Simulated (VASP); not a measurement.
The system is AlAs.

```xyz
2
Lattice="0.0000 2.8409 2.8409 2.8409 0.0000 2.8409 2.8409 2.8409 0.0000" Properties=species:S:1:pos:R:3 pbc="T T T"
Al    0.0000    0.0000    0.0000
As    1.4204    1.4204    1.4204
```

Base run:

| Item | Value |
| --- | --- |
| Program | VASP 6.6.1 |
| Functional | PBE0 |
| Potentials or basis | VASP PAW PBE potentials, release 64 (Al, As) |
| Cutoff | 520 eV |
| k mesh | 6 × 6 × 6 |
| Occupations | gaussian, width 0.03 eV |
| Spin | no spin polarisation |

Its results: band gap on the k mesh 2.76 eV, indirect (least direct gap 3.48 eV); pressure -0.3 GPa.

Q: The run is repeated on the same cell with these changes: functional from PBE0 to PBEsol; further incar settings from ALGO = Normal; EDIFF = 1e-07; NBANDS = 11 to ALGO = Fast; EDIFF = 1e-07; NBANDS = 11. What comes out?

A: Band gap on the k mesh 1.33 eV, indirect (least direct gap 1.89 eV); pressure 0.0 GPa.

Caveats: the PAW data sets were made with another functional, which shifts forces and pressure a little.
